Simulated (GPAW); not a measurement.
# TiO (P-6m2) in GPAW: single point with r2SCAN

Aim: the single point of TiO with r2SCAN.

Program: GPAW 26.7.0. These are calculated values, not measurements. Logs are shortened: lines on timing, memory, paths and dates and some standing lists are left out, and cuts for length are marked. The log counts tension as positive stress, the text compression.

## Step 1: The structure

Symmetry: P-6m2, No. 187, hexagonal system. The conventional cell has a = 3.031 Å, b = 3.031 Å, c = 3.238 Å, α = 90.00°, β = 90.00°, γ = 120.00°. Ti (site symmetry -6m2) has 6 O at 2.38 Å as nearest neighbours. O (site symmetry -6m2) is surrounded by 6 Ti at 2.38 Å.

## Step 2: Single point, r2SCAN

Contents of run.py:

```python
from ase.dft.bandgap import bandgap
from ase.io import read, write
from ase.units import GPa
from gpaw import GPAW, PW

atoms = read('POSCAR')

calc = GPAW(mode=PW(550),
            xc='MGGA_X_R2SCAN+MGGA_C_R2SCAN',
            kpts={'size': (8, 8, 7), 'gamma': True},
            occupations={'name': 'fermi-dirac', 'width': 0.05},
            nbands=19,
            maxiter=120,
            txt='gpaw.txt')
atoms.calc = calc
energy = atoms.get_potential_energy()
forces = atoms.get_forces()
stress = atoms.get_stress()
calc.write('gs.gpw')
write('result.traj', atoms)
print(f'Energy: {energy:.6f} eV')
print('Forces (eV/A):')
print(forces.round(4))
print('Stress (GPa):', (stress / GPa).round(3))
print('Fermi level:', round(calc.get_fermi_level(), 4), 'eV')
print(f'Gap: {bandgap(calc)[0]:.4f} eV, direct: {bandgap(calc, direct=True)[0]:.4f} eV')
```

Contents of POSCAR:

```
TiO
1.0
    3.0310000000      0.0000000000      0.0000000000
   -1.5155000000      2.6249229989      0.0000000000
    0.0000000000      0.0000000000      3.2377000000
Ti O
1 1
Direct
    0.6666666667      0.3333333333      0.0000000000
    0.0000000000      0.0000000000      0.5000000000
```

Potentials or basis: GPAW PAW data sets (gpaw-data 1.2.1), pw.

On the command line:

```sh
$ OMP_NUM_THREADS=1 python run.py
```

gpaw.txt:

```text
__  _  _
 | _ |_)|_||  |
 |__||  | ||/\| - 26.7.0

Input parameters:
  mode=PW(ecut=550.0),
  kpts=MonkhorstPack(size=(8, 8, 7), gamma=True),
  maxiter=120,
  nbands=19,
  occupations=Occupations(name='fermi-dirac', width=0.05),
  xc=XC(name='MGGA_X_R2SCAN+MGGA_C_R2SCAN')

Diagonalizing LCAO Hamiltonian
Converting LCAO to pw mode

       O

            Ti

Atoms  # Å, Bohr magnetons
|   | symbol |        x |        y |        z |    initial magnetic moments |
|---|--------|----------|----------|----------|-----------------------------|
| 0 |     Ti | 1.515500 | 0.874974 | 0.000000 | ( 0.0000,  0.0000,  0.0000) |
| 1 |      O | 0.000000 | 0.000000 | 1.618850 | ( 0.0000,  0.0000,  0.0000) |

Unit cell  # Å
| periodic |         x |        y |        z |  lengths |     angles |
|----------|-----------|----------|----------|----------|------------|
|      yes |  3.031000 | 0.000000 | 0.000000 | 3.031000 |  90.000000 |
|      yes | -1.515500 | 2.624923 | 0.000000 | 3.031000 |  90.000000 |
|      yes |  0.000000 | 0.000000 | 3.237700 | 3.237700 | 120.000000 |

Number of symmetries: 12
Symmetry operations  # r_c * U_cc + t_c -> r_c
|    | kind |            matrix            |
|----|------|------------------------------|
|  0 |  σ   |  1, 1, 0,  0,-1, 0,  0, 0, 1 |
|  1 |  C2  |  1, 1, 0,  0,-1, 0,  0, 0,-1 |
|  2 |  E   |  1, 0, 0,  0, 1, 0,  0, 0, 1 |
|  3 |  σ   |  1, 0, 0,  0, 1, 0,  0, 0,-1 |
|  4 |  C3  |  0, 1, 0, -1,-1, 0,  0, 0, 1 |
|  5 |  S3  |  0, 1, 0, -1,-1, 0,  0, 0,-1 |
|  6 |  σ   |  0,-1, 0, -1, 0, 0,  0, 0, 1 |
|  7 |  C2  |  0,-1, 0, -1, 0, 0,  0, 0,-1 |
|  8 |  σ   | -1, 0, 0,  1, 1, 0,  0, 0, 1 |
|  9 |  C2  | -1, 0, 0,  1, 1, 0,  0, 0,-1 |
| 10 |  C3  | -1,-1, 0,  1, 0, 0,  0, 0, 1 |
| 11 |  S3  | -1,-1, 0,  1, 0, 0,  0, 0,-1 |

BZ-sampling:
  Number of BZ points: 448
  Number of IBZ points: 40

  Monkhorst-Pack size: [8, 8, 7]
  Monkhorst-Pack shift: [0.0625, 0.0625, 0.0]

K-points  # in reciprocal-cell coordinates
|     |                                coordinates |     weight |
|-----|--------------------------------------------|------------|
|   0 | (  0.00000000,   0.00000000,   0.00000000) | 0.00223214 |
|   1 | (  0.00000000,   0.00000000,   0.14285714) | 0.00446429 |
|   2 | (  0.00000000,   0.00000000,   0.28571429) | 0.00446429 |
|   3 | (  0.00000000,   0.00000000,   0.42857143) | 0.00446429 |
|   4 | (  0.12500000,   0.00000000,   0.00000000) | 0.01339286 |
|   5 | (  0.12500000,   0.00000000,   0.14285714) | 0.02678571 |
|   6 | (  0.12500000,   0.00000000,   0.28571429) | 0.02678571 |
|   7 | (  0.12500000,   0.00000000,   0.42857143) | 0.02678571 |
|   8 | (  0.25000000,  -0.12500000,   0.00000000) | 0.01339286 |
|   9 | (  0.25000000,  -0.12500000,   0.14285714) | 0.02678571 |
| ... |                                            |            |
|  39 | (  0.50000000,   0.50000000,   0.42857143) | 0.01339286 |

Plane wave coefficients: 770
Cutoff: 550.0 eV

Spin-components: 1 (collinear spins)
Bands:           19
Projectors:      11
Spin-degeneracy: 2
Datatype:        complex128

Parallelization:
  kpt:    1
  domain: 1
  band:   1

Density:
  Valence electrons: 18.0
  Components: 1
  Grid points: [18 18 18]
  Charge: 0.0  # |e|

Potential:
  Grid points: [18 18 18]

species:
  Ti:
    name:    Titanium
    Z:       22.0
    valence: 12
    core:    10
    charge:  0.0  # [|e|]
    compensation charges:
      type: gauss
      rc: 0.38  # [Å]
      lmax: 2
    cutoffs:
      filter: 2.23  # [Å]
      core: 1.02  # [Å]
    projectors
    | kind |    occ | energy [eV] | rcut [Å] |
    |------|--------|-------------|----------|
    |   3s |  2.000 |     -62.623 |    1.270 |
    |   4s |  2.000 |      -4.466 |    1.270 |
    |   3p |  6.000 |     -38.862 |    1.058 |
    |   4p |  0.000 |      -1.466 |    1.058 |
    |   3d |  2.000 |      -4.258 |    1.058 |
    |    d |        |      22.953 |    1.058 |

    Using partial waves for Ti as LCAO basis

  O:
    name:    Oxygen
    Z:       8.0
    valence: 6
    core:    2
    charge:  0.0  # [|e|]
    compensation charges:
      type: gauss
      rc: 0.21  # [Å]
      lmax: 2
    cutoffs:
      filter: 1.17  # [Å]
      core: 0.83  # [Å]
    projectors
    | kind |    occ | energy [eV] | rcut [Å] |
    |------|--------|-------------|----------|
    |   2s |  2.000 |     -23.961 |    0.688 |
    |   2p |  4.000 |      -9.029 |    0.598 |
    |    s |        |       3.251 |    0.688 |
    |    p |        |      18.182 |    0.598 |
    |    d |        |       0.000 |    0.619 |

    Using partial waves for O as LCAO basis

Reference energy: -25264.866583  # eV

eigensolver:
  PPCG
  Converge bands: occupied
  niter=2

density mixing:
  MSR1-Mixer
  Pratt-step length: 0.05
  Maximum mixing coefficient: 0.75
  Old densities: 10
  SVD Regularization: 0.005
  Good broyden scale: 1.0
  Trust region scale: 1.0
  Backstep threshold: 4.0
  History deletion threshold: 6.0
  Fourier metric: weight=20.0, sigma=0.015

occupation numbers:
  Fermi-Dirac:
    width: 0.0500  # eV

poisson solver:
  ecut: 4400.0  # eV

xc functional:
  name: MGGA_X_R2SCAN+MGGA_C_R2SCAN with 2 nearest neighbor stencil

convergence criteria:
- Maximum [total energy] change in last 3 cyles: 0.0005 eV / valence electron
- Maximum integral of absolute [dens]ity change: 0.0001 electrons / valence electron
- Maximum integral of absolute [eigenst]ate change: 4e-08 eV^2 / valence electron
maximum number of iterations: 120

SCF iterations
|iter     | |      energy | eigst |  dens |
|---------|-|-------------|-------|-------|
|iter:   1| |  -29.495233 | -0.13 |       |
|iter:   2| |  -22.369194 | -1.82 | -0.99 |
|iter:   3| |  -22.366547 | -1.18 | -1.02 |
|iter:   4| |  -21.703633 | -0.91 | -1.17 |
|iter:   5| |  -21.695573 | -3.14 | -1.72 |
|iter:   6| |  -21.701059c| -3.46 | -2.13 |
|iter:   7| |  -21.701210c| -4.87 | -2.97 |
|iter:   8| |  -21.701228c| -5.96 | -3.44 |
|iter:   9| |  -21.701228c| -7.35 | -4.01c|
|iter:  10| |  -21.701228c| -7.49c| -4.89c|

Converged in 10 steps
Energy contributions relative to reference atoms: (reference = -25264.866583)

Energy contributions:
  Kinetic:          -6.584322
  Coulomb:           2.633857
  Zero:             -0.109139
  External:          0.000000
  Xc:              -17.641461
  Entropy:          -0.000326
  Spinorbit:         0.000000
  ----------------------------
  Free energy:     -21.701391
  Extrapolated:    -21.701228

dipole moment: (-1.743481, -8.856836, -10.310254)  # |e|*Ang

Fermi level: 8.031
Eigenvalues  # (at kpt = [0.000, 0.000, 0.000])
| band index |      eig [eV] | occ [0-2] |
|------------|---------------|-----------|
|          0 |       -52.414 |     2.000 |
|          1 |       -27.625 |     2.000 |
|          2 |       -27.345 |     2.000 |
|          3 |       -27.345 |     2.000 |
|          4 |       -12.806 |     2.000 |
|          5 |         3.341 |     2.000 |
[... 9 lines left out ...]
|         15 |        23.202 |     0.000 |
|         16 |        24.732 |     0.000 |
|        ... |               |           |
|         18 |        26.462 |     0.000 |

Gap: 0.284 eV
Transition (v -> c):
  (s=0, k=3, n=8, [0.00, 0.00, 0.43]) -> (s=0, k=3, n=9, [0.00, 0.00, 0.43])
No difference between direct/indirect transitions

Forces  # eV/Ang
|       x |       y |       z |
|---------|---------|---------|
| 0.00000 | 0.00000 | 0.00000 |  # Ti   0
| 0.00000 | 0.00000 | 0.00000 |  # O    1

Stress tensor  # eV/Ang^3
|        x |        y |        z |
|----------|----------|----------|
| 0.246156 | 0.000000 | 0.000000 |
| 0.000000 | 0.246156 | 0.000000 |
| 0.000000 | 0.000000 | 0.376193 |

# Writing to gs.gpw (mode='')
```

It took 21 s on 1 thread of Intel Xeon 6975P-C (Granite Rapids), shared host; peak memory 0.23 GiB.

These settings aren't checked as converged: the numbers below hold their error.

What came out:

```
Free energy            : -21.7014 eV
Pressure               : -46.4 GPa
Band gap on the k mesh : 0.28 eV, direct
```

Caveat: the cutoff is short for stress and forces, so pressures can be off by a GPa or more; a pressure of tens of GPa on the cell as given is suspect, and the run, the potentials or the cell itself is likely at fault; the PAW data sets were made with another functional, which shifts forces and pressure a little; an odd mesh through Γ misses points on the zone boundary, where band edges often lie.
